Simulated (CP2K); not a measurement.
# Ag under changes of volume

One of the cells (17.048 Å³/atom); the others are scaled copies at fixed shape and fractional positions:

```
Ag
1.0
     2.88888    0.00000    0.00000
     1.44444    2.50185    0.00000
     1.44444    0.83395    2.35876
Ag
1
Cartesian
  0.0000 0.0000 0.0000
```

- Program: CP2K 2026.2
- Functional: r2SCAN
- Potentials or basis: POTENTIAL_UZH Ag GTH-SCAN-q11; TZVP-MOLOPT-SCAN-GTH basis
- Density cutoff: 9184 eV
- k mesh: 11 × 11 × 11
- Occupations: fermi-dirac, width 0.05 eV
- Spin: no spin polarisation

```csv
volume (Å³/atom),energy over the lowest point (meV/atom),pressure (GPa)
16.025,38.65,10.7
16.366,?,?
16.707,7.34,4.4
17.048,1.08,1.8
17.389,0.00,-0.5
17.730,3.40,-2.5
18.071,9.21,-3.9
```

Question: What does the run at 16.366 Å³/atom give?

Answer: Energy over the lowest point 19.58 meV/atom; pressure 7.3 GPa.

Worked out: A Birch-Murnaghan fit of order 3 (a polynomial in V^(-2/3)) to the other rows has its minimum at 17.30 Å³/atom with B0 = V·E''(V) = 101 GPa (rough, since the energies scatter). It gives 19.26 meV/atom at 16.366 Å³/atom, against the run's 19.58, and -dE/dV = 7.3 GPa, against 7.3.

Energies are extrapolated to zero smearing.

Caveats: the basis of atomic orbitals isn't converged, which shifts pressures, moduli and gaps.
